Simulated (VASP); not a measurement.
## H3C2N: single point with PBE+D3(BJ)

H3C2N:

```
C N H
1.0
     8.31166    0.00000    0.00000
     0.00000    8.31166    0.00000
     0.00000    0.00000    8.31166
C N H
12 6 18
Direct
  0.91804 0.74605 0.36866
  0.93919 0.78272 0.53743
  0.53732 0.60379 0.99312
  0.40132 0.57717 0.88641
  0.60396 0.04563 0.43357
  0.58566 0.13647 0.58413
  0.24882 0.44312 0.45540
  0.39883 0.52495 0.42082
  0.24143 0.96101 0.91588
  0.27470 0.89035 0.07283
  0.89405 0.32452 0.85539
  0.94603 0.30627 0.02230
  0.94750 0.81333 0.67609
  0.30730 0.53486 0.79321
  0.55573 0.19619 0.70987
  0.52141 0.58296 0.38560
  0.29407 0.85090 0.20652
  0.98753 0.27777 0.15464
  0.89492 0.86245 0.30693
  0.03926 0.70419 0.32316
  0.81169 0.65951 0.35561
  0.58003 0.73065 0.97957
  0.49913 0.58435 0.11889
  0.63652 0.51943 0.96160
  0.49292 0.06100 0.36770
  0.71029 0.09091 0.36618
  0.62130 0.91730 0.46823
  0.19153 0.41307 0.34033
  0.26694 0.33465 0.52816
  0.16483 0.51387 0.52624
  0.13818 0.02544 0.94511
  0.32772 0.05042 0.87289
  0.22434 0.87519 0.82067
  0.92515 0.44029 0.79446
  0.94365 0.22588 0.79086
  0.76277 0.29729 0.84242
```

The cell was built by a generator and needn't be a form met in nature.

```
Program                : VASP 6.6.1
Task                   : single point
Functional             : PBE
Dispersion             : D3(BJ)
Potentials or basis    : VASP PAW PBE potentials, release 64 (C, N, H)
Cutoff                 : 520 eV
k mesh                 : 1 × 1 × 1
Occupations            : fermi-dirac, width 0.05 eV
Spin                   : no spin polarisation
Dipole correction      : no
Further INCAR settings : LREAL = Auto; ALGO = Fast; EDIFF = 1e-07; NBANDS = 72
```

| Item | Value |
| --- | --- |
| Pressure | -0.8 GPa |
| Largest force | 2.452 eV/Å |
| Band gap on the k mesh | 6.17 eV, direct |
| Dispersion energy per atom | -0.040 eV |

Forces in eV/Å, atoms in the order of the input:
```
C    0.240 -0.222 -0.267
C   -0.212  0.403  1.970
C    0.093  0.456 -0.104
C    1.464 -0.290  0.599
C    0.847  0.195  1.055
C   -0.579  0.293  1.444
C   -0.153 -0.158 -0.376
C   -0.104 -0.222  0.359
C    1.385 -0.458  0.452
C    0.656  0.202  0.160
C   -0.914  0.595  0.389
C    0.206 -0.071  0.639
N   -0.023 -0.371 -1.652
N   -1.152 -0.022 -0.571
N    0.507 -0.665 -1.707
N    0.138  0.057  0.117
N   -0.154 -0.043 -0.421
N   -0.355  0.341 -1.045
H   -0.113 -0.459 -0.015
H   -1.085 -0.061  0.028
H    1.130  0.713 -0.148
H   -0.084 -0.608  0.171
H    0.236  0.125 -0.124
H   -0.435  0.337  0.083
H   -0.336 -0.148 -0.559
H   -0.444 -0.176  0.090
H   -0.138  0.415 -0.359
H   -0.096 -0.230 -0.047
H    0.277 -0.096 -0.148
H    0.030  0.495  0.113
H   -2.175  1.108 -0.235
H    0.544 -0.004  0.340
H   -0.397 -0.586 -0.287
H   -0.043 -0.488  0.590
H    0.861 -0.838 -0.818
H    0.375  0.485  0.284
```

Stress tensor (GPa, compression positive):
```
-0.23 -0.81  0.57
-0.81 -0.74  0.61
 0.57  0.61 -1.49
```

Levels at points of the mesh, in eV from the valence-band top:
| k point | band 46 | band 47 | band 48 | band 49 | band 50 | band 51 |
| --- | --- | --- | --- | --- | --- | --- |
| (0.00, 0.00, 0.00) | -0.12 | -0.07 | 0.00 | 6.17 | 6.61 | 6.76 |

Run time: 85 s on 1 thread of Intel(R) Xeon(R) Platinum 8559C (Emerald Rapids) (shared host), peak memory 0.57 GiB.

Caveat: the standard files for N, O and F lose accuracy on very short bonds. As with any semilocal functional, this PBE gap is likely too small.
